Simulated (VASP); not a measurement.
# AlN (P6_3mc) in VASP: settings compared

One crystal, AlN, is run at these levels: PBEsol, HSE06, PBE0; tasks: band structure.

Program: VASP 6.6.1. These are calculated values, not measurements. Logs are shortened: lines on timing, memory, paths and dates and some standing lists are left out, and cuts for length are marked.

**Measured values to compare with.**

“Self-assembly of well-separated AlN nanowires directly on sputtered metallic TiN films”, 2019, arxiv:1910.07391 quotes, for a bulk crystal of AlN at 10 K: band gap 6.034 eV (an exciton energy, a little under the gap).

The runs below are set against these values where they give the same quantity.

## Step 1: The crystal as given

Symmetry: P6_3mc, No. 186, hexagonal system. Conventional cell: a = 3.113 Å, b = 3.113 Å, c = 4.982 Å, α = 90.00°, β = 90.00°, γ = 120.00°. Al (site symmetry 3m) is surrounded by 4 N at 1.89 to 1.90 Å. N (site symmetry 3m) is surrounded by 4 Al at 1.89 to 1.90 Å.

## Step 2: Band structure, PBEsol

File INCAR:

```
SYSTEM = AlN
ALGO = Normal
EDIFF = 1E-6
ENCUT = 520
GGA = PS
ISIF = 2
ISMEAR = 0
KPAR = 4
LASPH = .True.
LCHARG = .False.
LREAL = .False.
LWAVE = .False.
NBANDS = 16
NELM = 80
PREC = Accurate
SIGMA = 0.03
```

File KPOINTS:

```
k-points
0
Gamma
  6 6 4
  0 0 0
```

File POSCAR:

```
AlN                                     
1.0
    3.1131018769      0.0000000000      0.0000000000
   -1.5565509384      2.6960253081     -0.0000000000
   -0.0000000000      0.0000000000      4.9818131102
  Al              N             
     2     2
Direct
     0.3333333300000021    0.6666666699999979    0.9989855801397411
     0.6666666699999979    0.3333333300000021    0.4989855801397410
     0.3333333300000021    0.6666666699999979    0.3810144198602615
     0.6666666699999979    0.3333333300000021    0.8810144198602614
```

File KPOINTS_OPT:

```
explicit points
6
Reciprocal
 0.0000000000  0.0000000000  0.0000000000 1
 0.0000000000  0.0000000000  0.5000000000 1
 0.3333333333  0.3333333333  0.5000000000 1
 0.3333333333  0.3333333333  0.0000000000 1
 0.5000000000  0.0000000000  0.5000000000 1
 0.5000000000  0.0000000000  0.0000000000 1
```

Potentials or basis: VASP PAW PBE potentials, release 64 (Al, N).

Run with:

```
cat potpaw_PBE.64/Al/POTCAR potpaw_PBE.64/N/POTCAR > POTCAR
mpirun -np 4 vasp_std > vasp.out
```

OUTCAR:

```text
SYSTEM = AlN
   EDIFF = 1E-6
   ENCUT = 520
   GGA = PS
   ISIF = 2
   ISMEAR = 0
   LASPH = .True.
   LREAL = .False.
   NELM = 80
   PREC = Accurate

 ion  position               nearest neighbor table
   1  0.333  0.667  0.999-   4 1.89   4 1.89   4 1.89   3 1.90   2 3.07   2 3.07   2 3.07   2 3.07
                             2 3.07   2 3.07
   2  0.667  0.333  0.499-   3 1.89   3 1.89   3 1.89   4 1.90   1 3.07   1 3.07   1 3.07   1 3.07
                             1 3.07   1 3.07
   3  0.333  0.667  0.381-   2 1.89   2 1.89   2 1.89   1 1.90
   4  0.667  0.333  0.881-   1 1.89   1 1.89   1 1.89   2 1.90

  LATTYP: Found a hexagonal cell.
 ALAT       =     3.1131018769
 C/A-ratio  =     1.6002730740

  Lattice vectors:

 A1 = (   3.1131018769,   0.0000000000,   0.0000000000)
 A2 = (  -1.5565509384,   2.6960253081,   0.0000000000)
 A3 = (   0.0000000000,   0.0000000000,   4.9818131102)

Analysis of symmetry for initial positions (statically):
=====================================================================
 Subroutine PRICEL returns:
 Original cell was already a primitive cell.

 Routine SETGRP: Setting up the symmetry group for a
 hexagonal supercell.

 Subroutine GETGRP returns: Found 12 space group operations
 (whereof  6 operations were pure point group operations)
 out of a pool of 24 trial point group operations.

The static configuration has the point symmetry C_3v.
 The point group associated with its full space group is C_6v.

Analysis of symmetry for dynamics (positions and initial velocities):
=====================================================================
 Subroutine PRICEL returns:
 Original cell was already a primitive cell.

 Routine SETGRP: Setting up the symmetry group for a
 hexagonal supercell.

 Subroutine GETGRP returns: Found 12 space group operations
 (whereof  6 operations were pure point group operations)
 out of a pool of 24 trial point group operations.

The dynamic configuration has the point symmetry C_3v.
 The point group associated with its full space group is C_6v.

 Subroutine INISYM returns: Found 12 space group operations
 (whereof  6 operations are pure point group operations),
 and found     1 'primitive' translations

----------------------------------------------------------------------------------------

                                     Primitive cell

  volume of cell :      41.8124

  direct lattice vectors                    reciprocal lattice vectors
     3.113101877  0.000000000  0.000000000     0.321223024  0.185458200  0.000000000
    -1.556550938  2.696025308  0.000000000     0.000000000  0.370916399  0.000000000
     0.000000000  0.000000000  4.981813110     0.000000000  0.000000000  0.200730131

  length of vectors
     3.113101877  3.113101875  4.981813110     0.370916399  0.370916399  0.200730131

  position of ions in fractional coordinates (direct lattice)
     0.333333330  0.666666670  0.998985580
     0.666666670  0.333333330  0.498985580
     0.333333330  0.666666670  0.381014420
     0.666666670  0.333333330  0.881014420

  ion indices of the primitive-cell ions
   primitive index   ion index
                 1           1
                 2           2
                 3           3
                 4           4

----------------------------------------------------------------------------------------

 KPOINTS: k-points

Automatic generation of k-mesh.
 Grid dimensions read from file:
 generate k-points for:    6    6    4

 Generating k-lattice:

  Cartesian coordinates                     Fractional coordinates (reciprocal lattice)
     0.053537171  0.030909700  0.000000000     0.166666667  0.000000000  0.000000000
     0.000000000  0.061819400  0.000000000     0.000000000  0.166666667  0.000000000
     0.000000000  0.000000000  0.050182533     0.000000000  0.000000000  0.250000000

  Length of vectors
     0.061819400  0.061819400  0.050182533

  Shift w.r.t. Gamma in fractional coordinates (k-lattice)
     0.000000000  0.000000000  0.000000000

 Subroutine IBZKPT returns following result:
 ===========================================

 Found     21 irreducible k-points:

 Following reciprocal coordinates:
            Coordinates               Weight
  0.000000  0.000000  0.000000      1.000000
  0.166667  0.000000  0.000000      6.000000
  0.333333  0.000000  0.000000      6.000000
  0.500000  0.000000  0.000000      3.000000
  0.166667  0.166667  0.000000      6.000000
  0.333333  0.166667  0.000000     12.000000
[... 13 lines left out ...]
  0.333333  0.166667  0.500000     12.000000
  0.333333  0.333333  0.500000      2.000000
   k-points           NKPTS =     21   k-points in BZ     NKDIM =     21   number of bands    NBANDS=     16
   number of dos      NEDOS =    301   number of ions     NIONS =      4
   total plane-waves  NPLWV =  23040
   dimension x,y,z NGX =    24 NGY =   24 NGZ =   40
   dimension x,y,z NGXF=    48 NGYF=   48 NGZF=   80
[... 69 lines left out ...]

 k-point     1 :       0.0000    0.0000    0.0000
  band No.  band energies     occupation
      1      -9.1075      2.00000
      2      -6.9248      2.00000
      3       0.0056      2.00000
      4       5.1795      2.00000
      5       5.1795      2.00000
      6       5.8342      2.00000
[... 8 lines left out ...]
     15      19.0847      0.00000
     16      19.0847      0.00000

 k-point     2 :       0.1667    0.0000    0.0000
  band No.  band energies     occupation
      1      -8.7573      2.00000
      2      -6.7347      2.00000
      3       0.4240      2.00000
      4       3.7460      2.00000
      5       4.5372      2.00000
      6       4.7835      2.00000
[... 8 lines left out ...]
     15      18.3050      0.00000
     16      18.7238      0.00000

 k-point     3 :       0.3333    0.0000    0.0000
  band No.  band energies     occupation
      1      -7.8507      2.00000
      2      -6.3975      2.00000
      3       1.5091      2.00000
      4       1.5803      2.00000
      5       2.7046      2.00000
      6       4.1897      2.00000
[... 8 lines left out ...]
     15      18.0457      0.00000
     16      20.3224      0.00000

 k-point     4 :       0.5000    0.0000    0.0000
  band No.  band energies     occupation
      1      -7.1123      2.00000
      2      -6.4070      2.00000
      3       0.5523      2.00000
      4       1.8565      2.00000
      5       2.6798      2.00000
      6       3.9426      2.00000
[... 8 lines left out ...]
     15      18.7347      0.00000
     16      21.0697      0.00000

 k-point     5 :       0.1667    0.1667    0.0000
  band No.  band energies     occupation
      1      -8.1225      2.00000
      2      -6.4637      2.00000
      3       1.2143      2.00000
      4       2.6370      2.00000
      5       2.6408      2.00000
      6       4.3388      2.00000
[... 8 lines left out ...]
     15      18.5212      0.00000
     16      19.9515      0.00000

 k-point     6 :       0.3333    0.1667    0.0000
  band No.  band energies     occupation
      1      -7.1890      2.00000
      2      -6.3411      2.00000
      3       1.0453      2.00000
      4       2.0970      2.00000
      5       2.5306      2.00000
      6       3.2378      2.00000
[... 8 lines left out ...]
     15      18.3894      0.00000
     16      20.6554      0.00000
[... 210 lines left out ...]
 k-point    18 :       0.5000    0.0000    0.5000
  band No.  band energies     occupation
      1      -6.7324      2.00000
      2      -6.7324      2.00000
      3       0.4013      2.00000
      4       0.4013      2.00000
      5       4.5717      2.00000
      6       4.5717      2.00000
[... 8 lines left out ...]
     15      19.1995      0.00000
     16      19.1995      0.00000

 k-point    19 :       0.1667    0.1667    0.5000
  band No.  band energies     occupation
      1      -7.3886      2.00000
      2      -7.3886      2.00000
      3       1.8080      2.00000
      4       1.8080      2.00000
      5       4.1985      2.00000
      6       4.1985      2.00000
[... 8 lines left out ...]
     15      18.8762      0.00000
     16      18.8762      0.00000

 k-point    20 :       0.3333    0.1667    0.5000
  band No.  band energies     occupation
      1      -6.7534      2.00000
      2      -6.7534      2.00000
      3       0.8521      2.00000
      4       0.8521      2.00000
      5       3.3927      2.00000
      6       3.3927      2.00000
[... 8 lines left out ...]
     15      19.3874      0.00000
     16      19.3874      0.00000

 k-point    21 :       0.3333    0.3333    0.5000
  band No.  band energies     occupation
      1      -6.5232      2.00000
      2      -6.5232      2.00000
      3       1.1787      2.00000
      4       1.1787      2.00000
      5       2.1380      2.00000
      6       2.1380      2.00000
[... 8 lines left out ...]
     15      19.7225      0.00000
     16      19.7225      0.00000

------------------------ aborting loop because EDIFF is reached ----------------------------------------

  FORCE on cell =-STRESS in cart. coord.  units (eV):
  Direction    XX          YY          ZZ          XY          YZ          ZX
  --------------------------------------------------------------------------------------
  -------------------------------------------------------------------------------------
  Total        0.0380636      0.0380636      0.0354491      0.0000000      0.0000000      0.0000000
  in kB        1.4585308      1.4585308      1.3583498      0.0000000      0.0000000      0.0000000
  external PRESSURE =       1.4251371 kB  Pullay stress =       0.0000000 kB

 VOLUME and BASIS-vectors are now :
 -----------------------------------------------------------------------------
  energy-cutoff  :      520.00
  volume of cell :       41.81
      direct lattice vectors                 reciprocal lattice vectors
     3.113101877  0.000000000  0.000000000     0.321223024  0.185458200  0.000000000
    -1.556550938  2.696025308  0.000000000     0.000000000  0.370916399  0.000000000
     0.000000000  0.000000000  4.981813110     0.000000000  0.000000000  0.200730131

 POSITION                                       TOTAL-FORCE (eV/Angst)
 -----------------------------------------------------------------------------------
     -0.00000      1.79735      4.97676         0.000000     -0.000000     -0.000657
      1.55655      0.89868      2.48585        -0.000000      0.000000     -0.000657
     -0.00000      1.79735      1.89814        -0.000000      0.000000      0.000657
      1.55655      0.89868      4.38905         0.000000     -0.000000      0.000657
 -----------------------------------------------------------------------------------
    total drift:                               -0.000009      0.000005      0.000489

  FREE ENERGIE OF THE ION-ELECTRON SYSTEM (eV)
  ---------------------------------------------------
  free  energy   TOTEN  =       -31.3109641652 eV

  energy  without entropy=      -31.3109641652  energy(sigma->0) =      -31.31096417
```

Run time: 7.6 s. Hardware: 4 MPI ranks of Intel Xeon Platinum 8559C (Emerald Rapids), shared host; peak memory 0.15 GiB.

What came out:

```yaml
Free_energy: -31.3110 eV
Pressure: 0.1 GPa
Band_gap_on_the_k_mesh: 4.12 eV, direct
Band_gap_along_the_path: 4.12 eV, direct
```

Caveat: the PAW data sets were made with another functional, which shifts forces and pressure a little.

## Step 3: Band structure, HSE06

POSCAR is that of step 2.

File INCAR.step1:

```
SYSTEM = AlN
ALGO = Normal
EDIFF = 1E-5
ENCUT = 520
GGA = PE
ISIF = 2
ISMEAR = 0
KPAR = 4
LASPH = .True.
LCHARG = .False.
LREAL = .False.
LWAVE = .True.
NBANDS = 16
NELM = 80
PREC = Accurate
SIGMA = 0.03
```

File INCAR.step2:

```
SYSTEM = AlN
ALGO = Normal
EDIFF = 1E-6
ENCUT = 520
GGA = PE
HFSCREEN = 0.2
ISIF = 2
ISMEAR = 0
ISTART = 1
KPAR = 4
LASPH = .True.
LCHARG = .False.
LHFCALC = .True.
LREAL = .False.
LWAVE = .False.
NBANDS = 16
NELM = 80
PREC = Accurate
PRECFOCK = Fast
SIGMA = 0.03
```

KPOINTS is that of step 2.

KPOINTS_OPT is that of step 2.

Potentials or basis: VASP PAW PBE potentials, release 64 (Al, N).

Run with:

```
cat potpaw_PBE.64/Al/POTCAR potpaw_PBE.64/N/POTCAR > POTCAR
cp INCAR.step1 INCAR
mpirun -np 4 vasp_std > vasp.out
cp INCAR.step2 INCAR
mpirun -np 4 vasp_std > vasp.out
```

It took 3.6 min on 4 MPI ranks of Intel Xeon Platinum 8559C (Emerald Rapids), shared host; peak memory 0.29 GiB.

Results (log left out):

```
Free energy             : -34.9593 eV
Pressure                : -1.8 GPa
Largest force           : 0.006 eV/Å
Band gap on the k mesh  : 5.56 eV, direct
Band gap along the path : 5.56 eV, direct
```

Forces in eV/Å, atoms in the order of the input:
```
Al   0.000  0.000  0.006
Al   0.000  0.000  0.006
N    0.000  0.000 -0.006
N    0.000  0.000 -0.006
```

Stress tensor (GPa, compression positive):
```
-1.90  0.00  0.00
 0.00 -1.90  0.00
 0.00  0.00 -1.69
```

Levels at points of the mesh, in eV from the valence-band top:
```
           k point  band 4  band 5  band 6  band 7  band 8  band 9  band 10  band 11  band 12  band 13
(0.00, 0.00, 0.00)   -0.97   -0.97   -0.25   -0.25    0.00    5.56     8.12    12.48    12.76    12.76
(0.50, 0.00, 0.00)   -4.54   -3.65   -2.32   -1.90   -0.78    7.18     7.18     9.72    12.08    12.50
(0.00, 0.00, 0.50)   -3.60   -0.62   -0.62   -0.62   -0.62    7.94     7.94    12.00    12.00    13.08
(0.50, 0.00, 0.50)   -6.09   -1.63   -1.63   -1.49   -1.49    6.66     6.66    10.79    10.79    13.76
```

Caveat: the PAW data sets were made with another functional, which shifts forces and pressure a little.

## Step 4: Band structure, PBE0

POSCAR is that of step 3.

INCAR.step1 is that of step 3.

Changes to INCAR.step2 since step 3:

```diff
@@ -1,2 +1,3 @@
 SYSTEM = AlN
+AEXX = 0.25
 ALGO = Normal
@@ -5,3 +6,3 @@
 GGA = PE
-HFSCREEN = 0.2
+HFRCUT = -1
 ISIF = 2
```

KPOINTS is that of step 3.

KPOINTS_OPT is that of step 3.

Run with:

```
cat potpaw_PBE.64/Al/POTCAR potpaw_PBE.64/N/POTCAR > POTCAR
cp INCAR.step1 INCAR
mpirun -np 4 vasp_std > vasp.out
cp INCAR.step2 INCAR
mpirun -np 4 vasp_std > vasp.out
```

It took 3.5 min on 4 MPI ranks of Intel Xeon Platinum 8559C (Emerald Rapids), shared host; peak memory 0.2 GiB.

It converged, with:

```
Free energy             : -36.7264 eV
Pressure                : -1.8 GPa
Largest force           : 0.007 eV/Å
Band gap on the k mesh  : 6.27 eV, direct
Band gap along the path : 6.27 eV, direct
```

Forces on the atoms (eV/Å):
```
Al   0.000  0.000  0.007
Al   0.000  0.000  0.007
N    0.000  0.000 -0.007
N    0.000  0.000 -0.007
```

Stress tensor (GPa, compression positive):
```
-1.88  0.00  0.00
 0.00 -1.88  0.00
 0.00  0.00 -1.66
```

Levels at points of the mesh, in eV from the valence-band top:
| k point | band 4 | band 5 | band 6 | band 7 | band 8 | band 9 | band 10 | band 11 | band 12 | band 13 |
| --- | --- | --- | --- | --- | --- | --- | --- | --- | --- | --- |
| (0.00, 0.00, 0.00) | -0.98 | -0.98 | -0.25 | -0.25 | 0.00 | 6.27 | 8.85 | 13.22 | 13.51 | 13.51 |
| (0.50, 0.00, 0.00) | -4.57 | -3.67 | -2.33 | -1.92 | -0.79 | 7.90 | 7.91 | 10.46 | 12.83 | 13.25 |
| (0.00, 0.00, 0.50) | -3.63 | -0.63 | -0.63 | -0.63 | -0.63 | 8.68 | 8.68 | 12.75 | 12.75 | 13.84 |
| (0.50, 0.00, 0.50) | -6.13 | -1.64 | -1.64 | -1.50 | -1.50 | 7.38 | 7.38 | 11.53 | 11.53 | 14.52 |

Caveat: the PAW data sets were made with another functional, which shifts forces and pressure a little.

## Step 5: The runs side by side

```tsv
level	screening parameter	exchange at q = 0	gap on the mesh (eV)	pressure (GPa)	largest force (eV/Å)
PBEsol	-	-	4.12	0.1	-
HSE06	0.2 1/A	-	5.56	-1.8	0.01
PBE0	-	truncated	6.27	-1.8	0.01
```

Alike in all rows: task band structure; potentials or basis VASP PAW PBE potentials, release 64 (Al, N); no spin polarisation; cell as given; k mesh 6 × 6 × 4; cutoff (eV) 520; smearing gaussian 0.03 eV.

On the cell as given the gap runs from 4.12 eV (PBEsol) to 6.27 eV (PBE0). The pressure there spans -1.8 GPa (HSE06) to 0.1 GPa (PBEsol); a positive pressure means that this level wants a larger cell, a negative one a smaller.

Caveats: the PAW data sets were made with another functional, which shifts forces and pressure a little.

Absolute energies hang on the potentials; compare differences alone.

## Step 6: How close it comes

Step 2. Against the measured gap of AlN, 6.034 eV (an exciton energy, a little under the gap; 10 K; quoted in “Self-assembly of well-separated AlN nanowires directly on sputtered metallic TiN films”, 2019, arxiv:1910.07391), the calculated 4.12 eV is off by -1.92 eV. 2 values of this kind are on record (6.034 to 6.0343 eV); this one was drawn at random. The value is that of PBEsol, without temperature or zero-point motion. Semilocal functionals fall short of measured gaps as a rule.

Step 3. A measured gap of AlN is 6.034 eV (an exciton energy, a little under the gap; 10 K; quoted in “Self-assembly of well-separated AlN nanowires directly on sputtered metallic TiN films”, 2019, arxiv:1910.07391); the calculated 5.56 eV misses it by -0.48 eV. 2 values of this kind are on record (6.034 to 6.0343 eV); this one was drawn at random. The value is that of HSE06, without temperature or zero-point motion.

Step 4. Measured gap of AlN: 6.034 eV (an exciton energy, a little under the gap; 10 K; quoted in “Self-assembly of well-separated AlN nanowires directly on sputtered metallic TiN films”, 2019, arxiv:1910.07391). This calculation gives 6.27 eV (+0.23 eV). 2 values of this kind are on record (6.034 to 6.0343 eV); this one was drawn at random. The value is that of PBE0, without temperature or zero-point motion.
